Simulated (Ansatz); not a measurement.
TaN (P6_3mc): lattice vibrations

```
CELL_PARAMETERS angstrom
3.10394 0.00000 0.00000
-1.55197 2.68809 0.00000
0.00000 0.00000 6.01018
ATOMIC_POSITIONS crystal
Ta 0.33333 0.66667 0.02968
Ta 0.66667 0.33333 0.52968
N 0.33333 0.66667 0.35532
N 0.66667 0.33333 0.85532
```

The conventional cell has a = 3.104 Å, b = 3.104 Å, c = 6.010 Å, α = 90.00°, β = 90.00°, γ = 120.00°. Ta (atom 1) is surrounded by 4 N at 1.96 to 2.08 Å. N (atom 3) has 4 Ta at 1.96 to 2.08 Å as nearest neighbours.

Level of theory, where no other is named: LDA, all-electron LAPW in Ansatz 0.2.0, scalar-relativistic. k mesh 12×12×8, Fermi-Dirac smearing of 0.100 eV, basis error target 1 meV/atom. The cell was relaxed by PAW under this functional, which moved its volume by +26 % from the database entry's. The structure is one entry of a database and needn't be the stable phase.

Atoms are displaced by 0.01 Å in the primitive cell, which gives the zone-centre modes alone. Negative values stand for unstable modes.

Q: Is the structure dynamically stable at these wave vectors?

A: Yes, no mode is unstable there; wave vectors off this mesh aren't tested.

Q: How do the optical zone-centre modes decompose, and which are active?

A: Point group 6mm: Γ_opt = 2E2 + 2B1 + E1 + A1.

```json
{"label": "E2", "cm⁻¹": "81.7", "activity": "Raman", "mostly": "Ta (91 %)"}
{"label": "B1", "cm⁻¹": "181.7", "activity": "silent", "mostly": "Ta (95 %)"}
{"label": "E2", "cm⁻¹": "379.9", "activity": "Raman", "mostly": "N (91 %)"}
{"label": "E1", "cm⁻¹": "503.0", "activity": "IR and Raman", "mostly": "N (93 %)"}
{"label": "B1", "cm⁻¹": "599.8", "activity": "silent", "mostly": "N (95 %)"}
{"label": "A1", "cm⁻¹": "672.0", "activity": "IR and Raman", "mostly": "N (93 %)"}
```

In a metal the activity is that of symmetry alone; free carriers screen the infrared modes.

Q: How well do frozen-core PAW files reproduce these all-electron values?

A: With a cutoff of 420 eV and displacements of 0.0025 Å, the r.m.s. difference over the modes is 2.0 cm⁻¹; the largest difference is 603.4 (PAW) against 599.8 cm⁻¹ (LAPW).

Limits of these numbers: responses of metals move with mesh and smearing; no spin-orbit coupling on heavy atoms; zone-boundary modes aren't tested; the frozen-core PAW files of the compared runs were fitted under PBE, their cores solved anew for this functional.
